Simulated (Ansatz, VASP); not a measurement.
One calculation of LiF, two programs

```
CELL_PARAMETERS angstrom
5.49541 0.00000 0.00000
0.00000 5.49541 0.00000
0.00000 0.00000 2.87030
ATOMIC_POSITIONS crystal
Li 0.66359 0.33641 0.25000
Li 0.33641 0.66359 0.75000
Li 0.16359 0.16359 0.00000
Li 0.83641 0.83641 0.50000
F 0.83164 0.16836 0.75000
F 0.16836 0.83164 0.25000
F 0.33164 0.33164 0.50000
F 0.66836 0.66836 0.00000
```

Alike in both runs: functional PBE; k mesh 4 × 4 × 8; occupations gaussian, width 0.02 eV; no spin polarisation.

Ansatz relaxed the structure, and its values are those at the end. VASP's run is a single point on that final structure, the one shown.

|  | VASP | Ansatz |
| --- | --- | --- |
| version | VASP 6.6.1 | Ansatz 0.2.0 |
| potentials or method | VASP PAW PBE potentials, release 64 (Li_sv, F) | scalar-relativistic, plane waves, PAW |
| plane-wave cutoff (eV) | 520 | 420 |
| valence electrons in the cell | 40 | 40 |

VASP gave:

* gap on the k mesh at the Fermi level (eV): 7.08
* least direct gap on the mesh (eV): 7.10

Question: What did Ansatz give for the same quantities?

Answer: gap on the k mesh at the Fermi level (eV): 7.09; least direct gap on the mesh (eV): 7.11.

 A k mesh can miss the band edges. Expect the measured gap to be larger: semilocal functionals such as PBE lack the derivative discontinuity.
